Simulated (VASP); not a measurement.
Set up this calculation in VASP 6.6.1, as the native input.

| Property | Result |
| --- | --- |
| Task | relaxation of cell and atoms |
| Functional | PBEsol |
| Potentials or basis | VASP PAW PBE potentials, release 64 (Ta_pv, C) |
| Cutoff | 600 eV |
| k mesh | 14 × 14 × 14 |
| Occupations | methfessel-paxton, width 0.1 eV |
| Spin | no spin polarisation |
| Further INCAR settings | ALGO = Normal; EDIFF = 1e-06; IBRION = 2; EDIFFG = -0.01; NSW = 90; ISIF = 3 |

The structure of TaC lies in POSCAR:

```
TaC
1.0
    0.0000000000      2.2230000000      2.2230000000
    2.2230000000      0.0000000000      2.2230000000
    2.2230000000      2.2230000000      0.0000000000
Ta C
1 1
Direct
    0.0000000000      0.0000000000      0.0000000000
    0.5000000000      0.5000000000      0.5000000000
```

These files were run (other wordings do the same):

INCAR

```
SYSTEM = TaC
PREC = Accurate ; ENCUT = 600
EDIFF = 1E-6 ; ISMEAR = 1
SIGMA = 0.1 ; LREAL = .FALSE.
LASPH = .TRUE. ; NELM = 80
ALGO = Normal ; ISIF = 3
LWAVE = .FALSE. ; LCHARG = .FALSE.
GGA = PS ; IBRION = 2
NSW = 90 ; EDIFFG = -0.01
```

KPOINTS

```
Automatic mesh
0
G
  14 14 14
  0 0 0
```

Potentials or basis: VASP PAW PBE potentials, release 64 (Ta_pv, C).

Command:

```bash
$ cat potpaw_PBE.64/Ta_pv/POTCAR potpaw_PBE.64/C/POTCAR > POTCAR
$ mpirun -np 1 vasp_std > vasp.out
```

It gave:

* Relaxed volume: 10.96 Å³/atom
* Relaxed cell: a = 3.142 Å, b = 3.142 Å, c = 3.142 Å, α = 60.00°, β = 60.00°, γ = 60.00°
* Space group after relaxing (to 0.05 Å): Fm-3m (No. 225)
* Energy gained by relaxing: 0.0 meV/atom
* Ionic steps: 3
* Pressure after relaxing: 0.0 GPa
* Band gap on the k mesh: none (metal or under the smearing width)

Caveat: the PAW data sets were made with another functional, which shifts forces and pressure a little.

Wall time 37 s on 1 thread of Intel(R) Xeon(R) 6975P-C (Granite Rapids), with other jobs on the host, peak memory 0.18 GiB.
